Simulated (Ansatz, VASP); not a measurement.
**Sb: VASP beside Ansatz**

```xyz
1
Lattice="0.0000 2.3712 2.3712 2.3712 0.0000 2.3712 2.3712 2.3712 0.0000" Properties=species:S:1:pos:R:3 pbc="T T T"
Sb    0.0000    0.0000    0.0000
```

This isn't the form of Sb at room conditions, which is rhombohedral.

Alike in both runs: task single point; functional PBE; k mesh 10 × 10 × 10; occupations fermi-dirac, width 0.05 eV; no spin polarisation.

|  | VASP | Ansatz |
| --- | --- | --- |
| version | VASP 6.6.1 | Ansatz 0.2.0 |
| potentials or method | VASP PAW PBE potentials, release 64 (Sb), cutoff 520 eV | all-electron LAPW, scalar-relativistic |

Ansatz gave:

```
gap on the k mesh at the Fermi level (eV) : none
pressure (GPa)                            : 1.9
```

**Question.** Estimate VASP's values.

**Answer.** gap on the k mesh at the Fermi level (eV): none; pressure (GPa): 1.7.

A gap of «none» marks a metal or a gap that the smearing closes. Ansatz ran all-electron here, so the differences hold the error of VASP's frozen core and of both bases.

Spin-orbit coupling is left out, which matters for the levels of Sb.
